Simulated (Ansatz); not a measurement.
**Relaxing indium (beta-Sn type)**

Theory: DFT, PBE, plane waves (420 eV) with PAW, scalar-relativistic in Ansatz 0.2.0.

k-point mesh 11×11×8, Fermi-Dirac smearing 0.1 eV, no spin polarisation. Cell and atoms relax.

Starting structure:

```yaml
crystal:
  lattice:
    - [-2.9293900315, 2.9293900315, 1.5994469572]
    - [2.9293900315, -2.9293900315, 1.5994469572]
    - [2.9293900315, 2.9293900315, -1.5994469572]
  atoms:
    - { symbol: In, position: [0.0, 0.0, 0.0] }
    - { symbol: In, position: [0.75, 0.25, 0.5] }
hamiltonian:
  xc: pbe
  pseudopotentials:
    kind: paw
    azcp:
      In: "pseudopotentials/In.paw.azcp"
basis:
  ecutwfc: 420
  fft_grid_basis: typed
kpoints:
  mp_grid: { grid: [11, 11, 8], shift: [0, 0, 0] }
magnetization:
  spin_polarized: false
scf:
  occupations: { method: fermi_dirac, width: 0.1 }
relax:
  max_steps: 60
  f_tol: 0.01
  cell: {}
```

Task: The pressure at the start is 1.8 GPa. By how much does the volume change?

Result: From 27.45 to 27.58 Å³ per atom, 0.5 %. The final cell has a = 3.232 Å, b = 11.143 Å, c = 3.422 Å, β = 116.51°.

The cell has left the beta-Sn structure type; it ends in C2/c.

Task: How much energy does the relaxation gain?

Result: 69.4 meV per atom.

Path of the relaxation (the plane waves are chosen anew near the end, which can shift the energy a little):

```tsv
step	E − E(final) (meV/atom)	V (Å³/atom)	P (GPa)	max force (eV/Å)
0	69.36	27.451	1.80	0.000
1	59.32	28.777	0.09	0.000
2	57.91	28.949	-0.10	0.000
3	57.02	28.952	-0.09	0.001
4	54.23	28.850	0.03	0.024
5	47.28	28.675	0.03	0.024
6	40.21	28.418	-0.08	0.089
7	36.02	28.204	-0.07	0.010
8	34.23	28.031	-0.09	0.003
9	33.74	27.789	0.23	0.010
10	33.44	27.878	0.00	0.002
11	33.37	27.867	0.00	0.002
12	33.31	27.842	0.02	0.000
13	32.67	27.740	0.04	0.036
14	31.45	27.804	0.02	0.004
15	31.34	27.758	-0.01	0.003
16	31.32	27.773	0.02	0.000
17	31.31	27.773	-0.02	0.000
18	24.75	27.773	0.45	0.000
19	21.11	27.951	0.07	0.005
20	16.83	27.447	0.53	0.076
21	12.23	27.824	-0.07	0.022
22	7.09	27.570	0.12	0.004
23	0.55	27.462	0.13	0.010
24	0.49	27.581	-0.01	0.003
```

The k-point mesh keeps fewer symmetry operations than the starting structure has, so the cell can leave it.
